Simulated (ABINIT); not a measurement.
CdS:

```
Cd S
1.0
     0.00000    2.75324    2.75324
     2.75324    0.00000    2.75324
     2.75324    2.75324    0.00000
Cd S
1 1
Direct
  0.00000 0.00000 0.00000
  0.50000 0.50000 0.50000
```

Measurements of this composition are mostly on another form, of space group No. 186.

Base run:

- Program: ABINIT 10.8.3 (patched build)
- Functional: r2SCAN
- Potentials or basis: JTH PAW PBE v2.0
- Cutoff: 707 eV
- k mesh: 8 × 8 × 8
- Occupations: fermi-dirac, width 0.05 eV
- Spin: no spin polarisation

Its results: band gap on the k mesh 0.73 eV, indirect (least direct gap 2.17 eV); pressure -2.5 GPa.

Task: The run is repeated on the same cell with these changes: functional from r2SCAN to PBEsol; cutoff from 707 eV to 599 eV; fine-grid cutoff from 1306.15 eV to 1197.3 eV. What comes out?

Result: Band gap on the k mesh 0.12 eV, indirect (least direct gap 1.43 eV); pressure -4.3 GPa.

Caveats: the PAW data sets were made with another functional, which shifts forces and pressure a little.
